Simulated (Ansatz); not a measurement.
**Pd under changes of volume**

One of the cells (14.750 Å³/atom); the others are scaled copies at fixed shape and fractional positions:

```
Pd
1.0
     0.00000    1.94650    1.94650
     1.94650    0.00000    1.94650
     1.94650    1.94650    0.00000
Pd
1
Direct
  0.00000 0.00000 0.00000
```

```yaml
Program: Ansatz 0.2.0
Functional: PBE
Potentials_or_basis: Ansatz NC
Cutoff: "1116 eV (not typed: the program's choice for these potentials)"
k_mesh: 12 × 12 × 12
Occupations: fermi-dirac, width 0.05 eV
Spin: no spin polarisation
```

| volume (Å³/atom) | energy over the lowest point (meV/atom) | pressure (GPa) |
| --- | --- | --- |
| 13.865 | ? | ? |
| 14.160 | 52.37 | 16.2 |
| 14.455 | 27.47 | 11.3 |
| 14.750 | 11.08 | 6.9 |
| 15.045 | 2.20 | 3.0 |
| 15.340 | 0.00 | -0.4 |
| 15.635 | 3.73 | -3.4 |

Task: What does the run at 13.865 Å³/atom give?

Result: Energy over the lowest point 86.99 meV/atom; pressure 21.8 GPa.

Worked out: A Birch-Murnaghan fit of order 3 (a polynomial in V^(-2/3)) to the other rows has its minimum at 15.30 Å³/atom with B0 = V·E''(V) = 170 GPa and B' = 5.2. It gives 86.84 meV/atom at 13.865 Å³/atom, against the run's 86.99, and -dE/dV = 21.5 GPa, against 21.8.

Energies are extrapolated to zero smearing.
